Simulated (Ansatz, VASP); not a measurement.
Au: VASP beside Ansatz

Contents of INCAR:

```
PREC     = Accurate       # precision mode
ENCUT    = 520            # plane-wave cutoff, eV
EDIFF    = 1E-6           # SCF threshold, eV
ISMEAR   = -1             # smearing method
SIGMA    = 0.05           # smearing width, eV
LREAL    = F              # projectors in reciprocal space
LASPH    = T              # aspherical terms in the spheres
NELM     = 100            # most SCF steps
ALGO     = Fast           # electronic algorithm
ISIF     = 2              # what is computed and relaxed
LWAVE    = F              # write WAVECAR
LCHARG   = F              # write CHGCAR
LMAXMIX  = 4              # l up to which the mixer works
GGA      = PS             # functional
```

Contents of KPOINTS:

```
regular mesh
0
Gamma
  10 10 10
```

POSCAR

```
Au
1.0
    2.7484100000      0.0000000000      0.0000000000
    0.0000000000      2.7484100000      0.0000000000
    0.0000000000      0.0000000000      2.7484100000
Au
1
Direct
    0.5000000000      0.5000000000      0.5000000000
```

File KPOINTS_OPT:

```
path GXMGRX,MR
15
line-mode
reciprocal
 0.0000000000  0.0000000000  0.0000000000  G
 0.0000000000  0.5000000000  0.0000000000  X

 0.0000000000  0.5000000000  0.0000000000  X
 0.5000000000  0.5000000000  0.0000000000  M

 0.5000000000  0.5000000000  0.0000000000  M
 0.0000000000  0.0000000000  0.0000000000  G

 0.0000000000  0.0000000000  0.0000000000  G
 0.5000000000  0.5000000000  0.5000000000  R

 0.5000000000  0.5000000000  0.5000000000  R
 0.0000000000  0.5000000000  0.0000000000  X

 0.5000000000  0.5000000000  0.0000000000  M
 0.5000000000  0.5000000000  0.5000000000  R
```

File input.yaml:

```yaml
crystal:
  lattice:
    - [2.74841, 0.0, 0.0]
    - [0.0, 2.74841, 0.0]
    - [0.0, 0.0, 2.74841]
  atoms:
    - { symbol: Au, position: [0.5, 0.5, 0.5] }
hamiltonian:
  xc: pbesol
  pseudopotentials: { kind: paw }
kpoints:
  mp_grid: { grid: [10, 10, 10] }
  band_path:
    path:
      - [[0.0, 0.0, 0.0], [0.0, 0.5, 0.0], [0.5, 0.5, 0.0], [0.0, 0.0, 0.0], [0.5, 0.5, 0.5], [0.0, 0.5, 0.0]]
      - [[0.5, 0.5, 0.0], [0.5, 0.5, 0.5]]
    npoints: 14
scf:
  occupations: { method: fermi_dirac, width: 0.05 }
  n_extra_bands: 6
output:
  forces: true
  stress: true
  eigenvalues: true
  fatbands: false
  write_density: true
  write_potential: true
  elf: true
  volumetric_format: npy
```

The cell was built by a generator and needn't be a form met in nature.

Alike in both runs: task band structure; functional PBEsol; k mesh 10 × 10 × 10; occupations fermi-dirac, width 0.05 eV; no spin polarisation.

```csv
,VASP,Ansatz
version,VASP 6.6.1,Ansatz 0.2.0
potentials or method,"VASP PAW PBE potentials, release 64 (Au)",Ansatz PAW
plane-wave cutoff (eV),520,420
valence electrons in the cell,11,19
```

Ansatz gave:

```
gap on the k mesh at the Fermi level (eV) : none
pressure (GPa)                            : -6.3
```

Which values does VASP return?

gap on the k mesh at the Fermi level (eV): none; pressure (GPa): -6.5.

A gap of «none» marks a metal or a gap that the smearing closes. The two sets of potentials don't hold the same shells in valence.

Caveats: spin-orbit coupling is left out, which moves the levels of the heavy elements; the PAW data sets were made with another functional, which shifts forces and pressure a little (VASP); the PAW data sets come from PBE, with cores solved anew for the run's functional, which leaves a small shift of forces and pressure (Ansatz).
